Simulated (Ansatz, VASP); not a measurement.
# I in VASP and in Ansatz

```xyz
2
Lattice="4.2539 0.0000 0.0000 -2.1270 3.6840 0.0000 0.0000 0.0000 4.8501" Properties=species:S:1:pos:R:3 pbc="T T T"
I     0.0000    2.4560    1.2125
I     2.1270    1.2280    3.6376
```

Change from the starting cell: volume scaled by 0.98.

Alike in both runs: task single point; functional PBE; k mesh 15 × 15 × 8; occupations fermi-dirac, width 0.05 eV; no spin polarisation.

|  | VASP | Ansatz |
| --- | --- | --- |
| version | VASP 6.6.1 | Ansatz 0.2.0 |
| potentials or method | VASP PAW PBE potentials, release 64 (I), cutoff 520 eV | all-electron LAPW, scalar-relativistic |

VASP gave:

```
pressure (GPa)                                  : 0.5
largest component of the traceless stress (GPa) : 0.20
```

Problem. Estimate Ansatz's values.

Solution. Pressure (GPa): 0.5; largest component of the traceless stress (GPa): 0.21.

Ansatz ran all-electron here, so the differences hold the error of VASP's frozen core and of both bases.

Spin-orbit coupling is left out, which matters for the levels of I.
